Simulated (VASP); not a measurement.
# Nb (P6_3/mmc) in VASP: single point with r2SCAN

Aim: the single point of Nb with r2SCAN.

Everything below comes from runs of VASP 6.6.1. Logs are shortened: lines on timing, memory, paths and dates and some standing lists are left out, and cuts for length are marked.

### 1 Starting point

The structure is hexagonal, space group P6_3/mmc (No. 194). The conventional cell has a = 2.935 Å, b = 2.935 Å, c = 4.598 Å, α = 90.00°, β = 90.00°, γ = 120.00°. Nb (site symmetry -6m2) has 12 Nb at 2.86 to 2.94 Å as nearest neighbours.

The cell was built by a generator and needn't be a form met in nature.

### 2 Single point, r2SCAN

File POSCAR:

```
Nb
1.0
    1.4677460000      2.5422090000      0.0000000000
   -1.4677460000      2.5422090000      0.0000000000
    0.0000000000      0.0000000000      4.5978470000
Nb
2
Direct
    0.3333300000      0.3333400000      0.2500000000
    0.6666600000      0.6666700000      0.7500000000
```

File INCAR.step1:

```
SYSTEM = Nb
PREC     = Accurate       ! precision mode
ENCUT    = 520            ! plane-wave cutoff, eV
ISMEAR   = -5             ! smearing method
SIGMA    = 0.1            ! smearing width, eV
LREAL    = .False.        ! projectors in reciprocal space
LASPH    = .True.         ! aspherical terms in the spheres
NELM     = 80             ! most SCF steps
LMAXMIX  = 4              ! l up to which the mixer works
NBANDS   = 20             ! bands
GGA      = PE             ! functional
ALGO     = Normal         ! electronic algorithm
EDIFF    = 1E-4           ! SCF threshold, eV
LWAVE    = .True.         ! write WAVECAR
LCHARG   = .False.        ! write CHGCAR
```

File INCAR.step2:

```
SYSTEM = Nb
PREC     = Accurate       ! precision mode
ENCUT    = 520            ! plane-wave cutoff, eV
EDIFF    = 1E-7           ! SCF threshold, eV
ISMEAR   = -1             ! smearing method
SIGMA    = 0.1            ! smearing width, eV
LREAL    = .False.        ! projectors in reciprocal space
LASPH    = .True.         ! aspherical terms in the spheres
NELM     = 80             ! most SCF steps
ALGO     = Normal         ! electronic algorithm
ISIF     = 2              ! what is computed and relaxed
LWAVE    = .False.        ! write WAVECAR
LCHARG   = .False.        ! write CHGCAR
LMAXMIX  = 4              ! l up to which the mixer works
METAGGA  = R2SCAN         ! meta-GGA
LMIXTAU  = .True.       
LORBIT   = 10             ! projections on sites
NBANDS   = 20             ! bands
ISTART   = 1
```

File KPOINTS:

```
regular mesh
0
Gamma
  13 13 7
  0 0 0
```

Potentials or basis: VASP PAW PBE potentials, release 64 (Nb_sv).

Command:

```console
$ cat potpaw_PBE.64/Nb_sv/POTCAR > POTCAR
$ cp INCAR.step1 INCAR
$ mpirun -np 1 vasp_std > vasp.out
$ cp INCAR.step2 INCAR
$ mpirun -np 1 vasp_std > vasp.out
```

OUTCAR:

```text
SYSTEM = Nb
   PREC = Accurate
   ENCUT = 520
   EDIFF = 1E-7
   ISMEAR = -1
   LREAL = .False.
   LASPH = .True.
   NELM = 80
   ISIF = 2
   METAGGA = R2SCAN
   LORBIT = 10
   ISTART = 1

 ion  position               nearest neighbor table
   1  0.333  0.333  0.250-   2 2.86   2 2.86   2 2.86   2 2.86   2 2.86   2 2.86
   2  0.667  0.667  0.750-   1 2.86   1 2.86   1 2.86   1 2.86   1 2.86   1 2.86

  LATTYP: Found a hexagonal cell.
 ALAT       =     2.9354905757
 C/A-ratio  =     1.5662959500

  Lattice vectors:

 A1 = (   1.4677460000,  -2.5422090000,   0.0000000000)
 A2 = (   1.4677460000,   2.5422090000,   0.0000000000)
 A3 = (   0.0000000000,   0.0000000000,   4.5978470000)

Analysis of symmetry for initial positions (statically):
=====================================================================
 Subroutine PRICEL returns:
 Original cell was already a primitive cell.

 Routine SETGRP: Setting up the symmetry group for a
 hexagonal supercell.

 Subroutine GETGRP returns: Found  8 space group operations
 (whereof  2 operations were pure point group operations)
 out of a pool of 24 trial point group operations.

The static configuration has the point symmetry C_2 .
 The point group associated with its full space group is D_2h.

Analysis of symmetry for dynamics (positions and initial velocities):
=====================================================================
 Subroutine PRICEL returns:
 Original cell was already a primitive cell.

 Routine SETGRP: Setting up the symmetry group for a
 hexagonal supercell.

 Subroutine GETGRP returns: Found  8 space group operations
 (whereof  2 operations were pure point group operations)
 out of a pool of 24 trial point group operations.

The dynamic configuration has the point symmetry C_2 .
 The point group associated with its full space group is D_2h.

 Subroutine INISYM returns: Found  8 space group operations
 (whereof  2 operations are pure point group operations),
 and found     1 'primitive' translations

----------------------------------------------------------------------------------------

                                     Primitive cell

  volume of cell :      34.3121

  direct lattice vectors                    reciprocal lattice vectors
     1.467746000  2.542209000  0.000000000     0.340658397  0.196679345  0.000000000
    -1.467746000  2.542209000  0.000000000    -0.340658397  0.196679345  0.000000000
     0.000000000  0.000000000  4.597847000     0.000000000  0.000000000  0.217493101

  length of vectors
     2.935490576  2.935490576  4.597847000     0.393358498  0.393358498  0.217493101

  position of ions in fractional coordinates (direct lattice)
     0.333330000  0.333340000  0.250000000
     0.666660000  0.666670000  0.750000000

  ion indices of the primitive-cell ions
   primitive index   ion index
                 1           1
                 2           2

----------------------------------------------------------------------------------------

 KPOINTS: regular mesh

Automatic generation of k-mesh.
 Grid dimensions read from file:
 generate k-points for:   13   13    7

 Generating k-lattice:

  Cartesian coordinates                     Fractional coordinates (reciprocal lattice)
     0.026204492  0.015129180  0.000000000     0.076923077 -0.000000000  0.000000000
    -0.026204492  0.015129180  0.000000000    -0.000000000  0.076923077  0.000000000
     0.000000000  0.000000000  0.031070443     0.000000000  0.000000000  0.142857143

  Length of vectors
     0.030258346  0.030258346  0.031070443

  Shift w.r.t. Gamma in fractional coordinates (k-lattice)
     0.000000000  0.000000000  0.000000000

 Subroutine IBZKPT returns following result:
 ===========================================

 Found    196 irreducible k-points:

 Following reciprocal coordinates:
            Coordinates               Weight
  0.000000  0.000000  0.000000      1.000000
  0.076923 -0.000000  0.000000      4.000000
  0.076923  0.076923  0.000000      2.000000
  0.153846 -0.000000  0.000000      4.000000
  0.153846  0.153846  0.000000      2.000000
  0.230769 -0.000000  0.000000      4.000000
[... 16 lines left out ...]
  0.307692  0.384615  0.000000      4.000000
 -0.076923  0.307692  0.000000      4.000000
 [... further k-points ...]
   k-points           NKPTS =    196   k-points in BZ     NKDIM =    196   number of bands    NBANDS=     20
   number of dos      NEDOS =    301   number of ions     NIONS =      2
   total plane-waves  NPLWV =  20736
   dimension x,y,z NGX =    24 NGY =   24 NGZ =   36
   dimension x,y,z NGXF=    48 NGYF=   48 NGZF=   72
   ions per type =               2
   NGX,Y,Z   is equivalent  to a cutoff of  13.59, 13.59, 13.02 a.u.
   NGXF,Y,Z  is equivalent  to a cutoff of  27.18, 27.18, 26.03 a.u.
 SYSTEM =  Nb
   PREC   = accura    normal or accurate (medium, high low for compatibility)
   ISTART =      1    job   : 0-new  1-cont  2-samecut
   ICHARG =      0    charge: 1-file 2-atom 10-const
   ISPIN  =      1    spin polarized calculation?
   LNONCOLLINEAR =      F non collinear calculations
   LSORBIT =      F    spin-orbit coupling
   LASPH  =      T    aspherical Exc in radial PAW
   ENCUT  =  520.0 eV  38.22 Ry    6.18 a.u.   5.46  5.46  8.55*2*pi/ulx,y,z
   NELM   =     80;   NELMIN=  2; NELMDL=  0     # of ELM steps
   EDIFF  = 0.1E-06   stopping-criterion for ELM
   LREAL  =      F    real-space projection
   EDIFFG = 0.1E-05   stopping-criterion for IOM
   NSW    =      0    number of steps for IOM
   IBRION =     -1    ionic relax: 0-MD 1-quasi-New 2-CG
   NFREE  =      0    steps in history (QN), initial steepest desc. (CG)
   ISIF   =      2    stress and relaxation
   ISYM   =      2    0-nonsym 1-usesym 2-fastsym
   POTIM  = 0.5000    time-step for ionic-motion
   TEBEG  =    0.0;   TEEND  =   0.0 temperature during run
   PSTRESS=    0.0 pullay stress
   NELECT =      26.0000    total number of electrons
   NUPDOWN=      -1.0000    fix difference up-down
   EMIN   =  10.00;   EMAX   =-10.00  energy-range for DOS
   EFERMI =   0.00;   METHOD = LEGACY
   ISMEAR =    -1;   SIGMA  =   0.10  broadening in eV -4-tet -1-fermi 0-gaus
   EFERMI_NEDOS =   21; number of points for ismear=-14 and -15
   IALGO  =     38    algorithm
   IMIX   =      4    mixing-type and parameters
     AMIX     =   0.40;   BMIX     =  1.00
     AMIX_MAG =   1.60;   BMIX_MAG =  1.00
  volume/ion in A,a.u.               =      17.16       115.77
  Fermi-wavevector in a.u.,A,eV,Ry     =   1.492509  2.820434 30.308122  2.227584
  Thomas-Fermi vector in A             =   2.605028
   LORBIT       =     10    0 simple, 1 ext, 2 COOP (PROOUT), +10 PAW based schemes
   METAGGA = R2SCAN    functional components
   LHFCALC =     F    Hartree Fock is set to
   AEXX    =    0.0000 exact exchange contribution
   IVDW    =     0    specifies the selected vdW correction
   LEPSILON=     F    determine dielectric tensor
   LRPA    =     F    only Hartree local field effects (RPA)
 non-spin polarized calculation
  energy-cutoff  :      520.00
  volume of cell :       34.31
 maximum number of plane-waves:       953
 NGX is ok and might be reduce to    24

 number of electron      26.0000001 magnetization

 Free energy of the ion-electron system (eV)
  ---------------------------------------------------
  ext. energy  EPLUGINS =         0.00000000
  ---------------------------------------------------
  free energy    TOTEN  =       -48.79901488 eV

  energy without entropy =      -48.72131284  energy(sigma->0) =      -48.76016386

 E-fermi :  12.3358     XC(G=0): -13.8913

 val. band max:       12.3306670255   @ k =  -0.0769   0.2308   0.4286
 cond. band min:      12.3403539366   @ k =   0.1538   0.2308   0.4286
 fundamental gap:      0.0096869111
 Fermi energy:        12.3357821643

 k-point     1 :       0.0000    0.0000    0.0000
  band No.  band energies     occupation
      1     -44.2207      2.00000
      2     -43.8666      2.00000
      3     -20.3660      2.00000
      4     -18.9690      2.00000
      5     -18.9690      2.00000
      6     -18.7096      2.00000
[... 12 lines left out ...]
     19      16.9885      0.00000
     20      16.9887      0.00000

 k-point     2 :       0.0769   -0.0000    0.0000
  band No.  band energies     occupation
      1     -44.2066      2.00000
      2     -43.8614      2.00000
      3     -20.3345      2.00000
      4     -19.0375      2.00000
      5     -18.9921      2.00000
      6     -18.7804      2.00000
[... 12 lines left out ...]
     19      17.1324      0.00000
     20      17.9480      0.00000

 k-point     3 :       0.0769    0.0769    0.0000
  band No.  band energies     occupation
      1     -44.2066      2.00000
      2     -43.8614      2.00000
      3     -20.3345      2.00000
      4     -19.0375      2.00000
      5     -18.9920      2.00000
      6     -18.7804      2.00000
[... 12 lines left out ...]
     19      17.1323      0.00000
     20      17.9480      0.00000

 k-point     4 :       0.1538   -0.0000    0.0000
  band No.  band energies     occupation
      1     -44.1665      2.00000
      2     -43.8474      2.00000
      3     -20.2432      2.00000
      4     -19.2269      2.00000
      5     -19.0535      2.00000
      6     -18.9711      2.00000
[... 429 lines left out ...]
 k-point    23 :       0.3077    0.3846    0.0000
  band No.  band energies     occupation
      1     -44.0002      2.00000
      2     -43.8106      2.00000
      3     -19.8842      2.00000
      4     -19.8205      2.00000
      5     -19.6145      2.00000
      6     -19.2707      2.00000
[... 12 lines left out ...]
     19      17.9770      0.00000
     20      23.5827      0.00000

 k-point    24 :      -0.0769    0.3077    0.0000
  band No.  band energies     occupation
      1     -44.0002      2.00000
      2     -43.8106      2.00000
      3     -19.8842      2.00000
      4     -19.8206      2.00000
      5     -19.6145      2.00000
      6     -19.2707      2.00000
[... 12 lines left out ...]
     19      17.9771      0.00000
     20      23.5768      0.00000

 [... further k-points ...]

------------------------ aborting loop because EDIFF is reached ----------------------------------------

  FORCE on cell =-STRESS in cart. coord.  units (eV):
  Direction    XX          YY          ZZ          XY          YZ          ZX
  --------------------------------------------------------------------------------------
  -------------------------------------------------------------------------------------
  Total        2.6013357      2.6015987      4.5067485      0.0000000      0.0000000      0.0000000
  in kB      121.4675615    121.4798429    210.4394871      0.0000000      0.0000000      0.0000000
  external PRESSURE =     151.1289638 kB  Pullay stress =       0.0000000 kB

 VOLUME and BASIS-vectors are now :
 -----------------------------------------------------------------------------
  energy-cutoff  :      520.00
  volume of cell :       34.31
      direct lattice vectors                 reciprocal lattice vectors
     1.467746000  2.542209000  0.000000000     0.340658397  0.196679345  0.000000000
    -1.467746000  2.542209000  0.000000000    -0.340658397  0.196679345  0.000000000
     0.000000000  0.000000000  4.597847000     0.000000000  0.000000000  0.217493101

 POSITION                                       TOTAL-FORCE (eV/Angst)
 -----------------------------------------------------------------------------------
     -0.00001      1.69481      1.14946         0.000000      0.000051      0.000000
     -0.00001      3.38960      3.44839         0.000000     -0.000051     -0.000000
 -----------------------------------------------------------------------------------
    total drift:                               -0.000000     -0.000000     -0.000000

  FREE ENERGIE OF THE ION-ELECTRON SYSTEM (eV)
  ---------------------------------------------------
  free  energy   TOTEN  =       -48.7990148757 eV

  energy  without entropy=      -48.7213128428  energy(sigma->0) =      -48.76016386

 total charge

# of ion       s       p       d       tot
------------------------------------------
    1        2.238   6.006   2.541  10.785
    2        2.238   6.006   2.541  10.785
--------------------------------------------------
tot          4.476  12.013   5.082  21.571
```

It took 4 min on 1 thread of Intel Xeon Platinum 8488C (Sapphire Rapids), shared host; peak memory 0.23 GiB.

Results:

| Item | Value |
| --- | --- |
| Free energy | -48.7990 eV |
| Pressure | 15.1 GPa |
| Band gap on the k mesh | none (metal or under the smearing width) |
| Valence electrons inside the program's atomic spheres | Nb 10.79 |

Caveat: so large a pressure means that the cell lies far from this level's equilibrium, or that cutoff or potentials fall short; the potentials were made for another functional, which shifts forces and pressure.
